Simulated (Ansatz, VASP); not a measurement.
**Two plane-wave programs on GaP**

The input POSCAR:

```
GaP
1.0
    1.9430151800      1.1218003300      6.4308101000
   -1.9430151800      1.1218003300      6.4308101000
    0.0000000000     -2.2436006700      6.4308101000
Ga P
2 2
Direct
    0.4353720000      0.4353720000      0.4353720000
    0.5646280000      0.5646280000      0.5646280000
    0.0573890000      0.0573890000      0.0573890000
    0.9426110000      0.9426110000      0.9426110000
```

The input INCAR.step1:

```
PREC = Accurate
ENCUT = 520
ISMEAR = 0
SIGMA = 0.1
LREAL = False
LASPH = True
NELM = 100
NBANDS = 26
GGA = PE
ALGO = Normal
EDIFF = 1E-4
LWAVE = True
LCHARG = False
```

INCAR.step2

```
PREC = Accurate
ENCUT = 520
EDIFF = 1E-7
ISMEAR = 0
SIGMA = 0.1
LREAL = False
LASPH = True
NELM = 100
ALGO = Normal
ISIF = 2
LWAVE = False
LCHARG = False
METAGGA = R2SCAN
LMIXTAU = True
NBANDS = 26
ISTART = 1
```

File KPOINTS:

```
regular mesh
0
Gamma
  6 6 6
```

Input for Ansatz:

```yaml
crystal:
  lattice:
    - [1.94301518, 1.12180033, 6.4308101]
    - [-1.94301518, 1.12180033, 6.4308101]
    - [0.0, -2.24360067, 6.4308101]
  atoms:
    - { symbol: Ga, position: [0.435372, 0.435372, 0.435372] }
    - { symbol: Ga, position: [0.564628, 0.564628, 0.564628] }
    - { symbol: P, position: [0.057389, 0.057389, 0.057389] }
    - { symbol: P, position: [0.942611, 0.942611, 0.942611] }
basis:
  ecutwfc: 500
kpoints:
  mp_grid: { grid: [6, 6, 6] }
hamiltonian:
  xc: r2scan
  pseudopotentials: { kind: paw, azcp: { folder: soft_1 } }
scf:
  occupations: { method: gaussian, width: 0.1 }
output:
  forces: true
  stress: true
  eigenvalues: true
```

Measurements of this composition are mostly on another form, of space group No. 216.

Alike in both runs: task single point; functional r2SCAN; k mesh 6 × 6 × 6; occupations gaussian, width 0.1 eV; no spin polarisation.

|  | VASP | Ansatz |
| --- | --- | --- |
| version | VASP 6.6.1 | Ansatz 0.2.0 |
| potentials or method | VASP PAW PBE potentials, release 64 (Ga_d, P) | scalar-relativistic, plane waves, PAW |
| plane-wave cutoff (eV) | 520 | 500 |
| valence electrons in the cell | 36 | 36 |

VASP gave:

```
gap on the k mesh at the Fermi level (eV)       : 1.08
least direct gap on the mesh (eV)               : 1.48
pressure (GPa)                                  : -2.4
largest component of the traceless stress (GPa) : 0.09
rms of the force components (eV/Å)              : 0.024
```

**Question.** What did Ansatz give for the same quantities?

**Answer.** gap on the k mesh at the Fermi level (eV): 1.07; least direct gap on the mesh (eV): 1.48; pressure (GPa): -2.3; largest component of the traceless stress (GPa): 0.08; rms of the force components (eV/Å): 0.035.

Atom by atom the forces differ by 0.027 eV/Å (rms over components). The functional is the same, so the differences come from potentials, cutoffs and numerics.

Caveats: the PAW data sets were made with another functional, which shifts forces and pressure a little (VASP). A k mesh can miss the band edges. r2SCAN opens gaps a little over a GGA but as a rule still falls short of measured ones.
